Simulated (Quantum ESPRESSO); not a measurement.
**TiB2: equation of state with PBEsol**

TiB2:

```xyz
3
Lattice="3.0292 0.0000 0.0000 -1.5146 2.6234 0.0000 0.0000 0.0000 3.2284" Properties=species:S:1:pos:R:3 pbc="T T T"
Ti    0.0000    0.0000    0.0000
B     1.5146    0.8745    1.6142
B     0.0000    1.7489    1.6142
```

```json
{"Program": "Quantum ESPRESSO 7.5", "Task": "equation of state", "Functional": "PBEsol", "Potentials or basis": "PseudoDojo 0.4.1 SR PBEsol standard", "Cutoff": "1143 eV", "Density cutoff": "4572 eV", "k mesh": "10 × 10 × 8", "Occupations": "fermi-dirac, width 0.05 eV", "Spin": "no spin polarisation", "Mixing beta": "0.5", "Most SCF iterations": "120", "SCF threshold": "6e-10 Ry"}
```

```json
{
 "Equilibrium volume": "8.40 Å³/atom",
 "Bulk modulus at fixed shape and positions": "266 GPa",
 "Pressure derivative of the bulk modulus": "3.8"
}
```

Energy against volume, from the lowest point:
| volume (Å³/atom) | energy (meV/atom) |
| --- | --- |
| 8.039 | 13.74 |
| 8.210 | 3.64 |
| 8.381 | 0.00 |
| 8.552 | 2.22 |
| 8.723 | 9.75 |
| 8.894 | 22.09 |
| 9.065 | 38.80 |

All runs of the series together: 70 s on 1 thread of AMD EPYC 9R45 96-Core Processor (Zen 5) (shared host).

Caveat: the cell was scaled at fixed shape and fractional positions, which overstates the stiffness of a crystal with free parameters, most of all of layers and chains.
